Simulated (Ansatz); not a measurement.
Zinc-blende InN (metastable phase) was calculated with PBE (Ansatz, a quantum-chemistry and plane-wave program, PAW).

Settings: plane-wave cutoff 520 eV, 12×12×12 k mesh, Fermi–Dirac smearing 0.01 eV, scalar-relativistic PAW data made under PBE.

A third-order Birch–Murnaghan fit to the energies gives V0 = 16.086 Å³/atom, B0 = 122 GPa, B′ = 4.7.

| V (Å³/atom) | P (GPa) |
|---|---|
| 15.121 | (withheld) |
| 15.443 | (withheld) |
| 15.765 | 2.58 |
| 16.086 | 0.00 |
| 16.408 | -2.30 |
| 16.730 | -4.35 |
| 17.051 | -6.17 |

Question: Estimate the withheld pressures from this fit; the answers are the runs' own values.

Answer: 
- 15.121, P (GPa): 8.69
- 15.443, P (GPa): 5.46

The formula P = (3/2) B0 (x^(7/3) − x^(5/3)) [1 + (3/4)(B′ − 4)(x^(2/3) − 1)] with x = V0/V meets the computed pressures within 0.05 GPa when these rounded values are put in.

Measured, for comparison: equilibrium volume per atom 15.72 Å³/atom (temperature not stated, no zero-point or thermal correction, epilayer on 3C-SiC; as tabulated in Schörmann, As, Lischka, Schley, Goldhahn et al., Appl. Phys. Lett. 89, 261903 …). Computed (rounded) less measured: equilibrium volume per atom +2.4 %.

Note: the gap of the solid is closed in this run; this level leaves the solid without a gap, although one is measured.

Spin–orbit coupling is not included; it can open a gap where bands touch, and shift volumes and moduli.

Static lattice: no zero-point or thermal effects.
